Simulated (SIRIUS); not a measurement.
Zr: relaxation of the atoms with PBE+D3(BJ)

Crystal: Zr.

```
Zr
1.0
     3.23200    0.00000    0.00000
    -1.61600    2.79899    0.00000
     0.00000    0.00000    5.14700
Zr
2
Cartesian
  1.5928 0.9479 3.8560
  0.0189 1.9105 1.2588
```

The cell isn't the ideal one: atoms moved at random.

```yaml
Program: SIRIUS 7.12.0
Task: relaxation of the atoms
Functional: PBE
Dispersion: D3(BJ)
Potentials_or_basis: all-electron FP-LAPW
Cutoff: 189 eV
Basis: apw+lo standard
k_mesh: 7 × 7 × 4
Occupations: fermi-dirac, width 0.05 eV
Spin: no spin polarisation
Muffin_tin_radii: Zr 2.36 bohr
Basis_cutoff_gk_cutoff: 3.73 1/bohr
Cutoff_of_density_and_potential_pw_cutoff: 20 1/bohr
lmax_of_the_basis: 10
lmax_of_density_and_potential: 8
Valence_relativity: iora
Core_states: Zr 1s2s2p3s3p
Optimizer: BFGS
Max_steps: 20
Fmax: 0.03 eV/Å
```

* Energy gained by relaxing: 0.6 meV/atom
* Ionic steps: 3
* Largest force after relaxing: 0.023 eV/Å
* Band gap on the k mesh: none (metal or under the smearing width)
* Dispersion energy per atom: -0.528 eV

Forces in eV/Å, atoms in the order of the input:
```
Zr   0.019  0.013 -0.001
Zr  -0.019 -0.013  0.001
```

Step by step:
```
step  energy change (eV)  largest force (eV/Å)
   1              0.0000                0.0866
   2             -0.0002                0.0780
   3             -0.0011                0.0232
```

Final structure:
```
Zr
1.0
     3.23200    0.00000    0.00000
    -1.61600    2.79899    0.00000
     0.00000    0.00000    5.14700
Zr
2
Direct
  0.66372 0.33955 0.74692
  0.34554 0.68168 0.24684
```

Run time: 4.1 min on 1 thread of AMD EPYC 7R43 64-Core Processor (Zen 3) (shared host), peak memory 0.68 GiB.
